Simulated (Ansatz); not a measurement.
# Pb in Ansatz: the effect of target pressure

Crystal: Pb.

```
Pb
1.0
     0.01933    2.46287    2.45281
     2.50286   -0.00675    2.47889
     2.48132    2.46742    0.01479
Pb
1
Direct
  0.00000 0.00000 0.00000
```

The cell isn't the ideal one: cell sheared at random, sigma 0.01, atoms nudged by 0.01 Å.

Alike in all runs:

```yaml
Program: Ansatz 0.2.0
Task: relaxation of cell and atoms
Functional: r2SCAN
Potentials_or_basis: Ansatz PAW
Cutoff: "500 eV (not typed: the program's choice for these potentials)"
k_mesh: 9 × 9 × 9
Occupations: fermi-dirac, width 0.05 eV
Spin: no spin polarisation
```

Each run relaxes the cell or the atoms first.

Question: One run gave: relaxed volume 26.64 Å³/atom. Which target pressure did it use?
A. 20 GPa
B. 10 GPa
C. 2 GPa
D. 30 GPa
E. 0 GPa

Answer: B.

```csv
target pressure,relaxed volume (Å³/atom)
0 GPa,31.04
2 GPa,29.83
5 GPa,28.41
10 GPa,26.64
20 GPa,24.29
30 GPa,22.72
```

Caveats: the plane-wave basis is chosen anew once the cell has moved, so the energies of steps on either side of that aren't comparable; the PAW data sets come from PBE, with cores solved anew for the run's functional, which leaves a small shift of forces and pressure; the volume moved by over 15 % at a fixed basis, so the end points are rough (some runs).
